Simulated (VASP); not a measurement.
## From VASP inputs to Ansatz: SiO2 (fluorite)

INCAR

```
NSW = 0
ISMEAR = 0
GGA = PS
ENCUT = 520
EDIFF = 1E-7
SIGMA = 0.01
LREAL = .FALSE.
LCHARG = .TRUE.
LASPH = .TRUE.
LELF = .TRUE.
ISIF = 2
LWAVE = .FALSE.
NBANDS = 15
PREC = Accurate
NELM = 120
IBRION = -1
```

KPOINTS

```
KPOINTS created by Atomic Simulation Environment
0
Gamma
10 10 10
0 0 0
```

KPOINTS_OPT

```
special points
6
Reciprocal
0.0000000000 0.0000000000 0.0000000000 1
0.5000000000 0.0000000000 0.5000000000 1
0.5000000000 0.2500000000 0.7500000000 1
0.3750000000 0.3750000000 0.7500000000 1
0.5000000000 0.5000000000 0.5000000000 1
0.6250000000 0.2500000000 0.6250000000 1
```

POSCAR

```
Si O
 1.0000000000000000
    -0.0000000000000000    2.2641691162216273    2.2641691162216273
     2.2641691162216273   -0.0000000000000000    2.2641691162216273
     2.2641691162216273    2.2641691162216273   -0.0000000000000000
 Si  O
   1   2
Cartesian
 -0.0000000000000000  0.0000000000000000 -0.0000000000000000
  1.1320845581108139  1.1320845581108139  1.1320845581108139
  3.3962536743324403  3.3962536743324403  3.3962536743324403
```

VASP ran with the recommended PBE PAW datasets (16 valence electrons in the cell).

Task: Translate these files to an Ansatz input.

Result: 

```yaml
crystal:
  lattice:
    - [0.0, 2.2641691162, 2.2641691162]
    - [2.2641691162, 0.0, 2.2641691162]
    - [2.2641691162, 2.2641691162, 0.0]
  atoms:
    - { symbol: Si, position: [0.0, 0.0, 0.0] }
    - { symbol: O, position: [0.25, 0.25, 0.25] }
    - { symbol: O, position: [0.75, 0.75, 0.75] }
kpoints:
  mp_grid: { grid: [10, 10, 10] }
  band_path:
    path:
      - [0.0, 0.0, 0.0]
      - [0.5, 0.0, 0.5]
      - [0.5, 0.25, 0.75]
      - [0.375, 0.375, 0.75]
      - [0.5, 0.5, 0.5]
      - [0.625, 0.25, 0.625]
    npoints: 1
hamiltonian:
  xc: pbesol
scf:
  occupations: { method: fixed }
  n_extra_bands: 4
output:
  forces: true
  stress: true
  eigenvalues: true
```

Other inputs would serve too.

|  | VASP | Ansatz |
| --- | --- | --- |
| gap between bands v and c | 1.90 eV | 1.92 eV |
| least direct gap | 1.90 eV | 1.92 eV |
| pressure | 3.7 GPa | 3.0 GPa |

The two codes use different PAW datasets and cutoffs. VASP's cell holds 16 valence electrons and Ansatz's 16. Ansatz's stress includes a Pulay correction; VASP's doesn't.
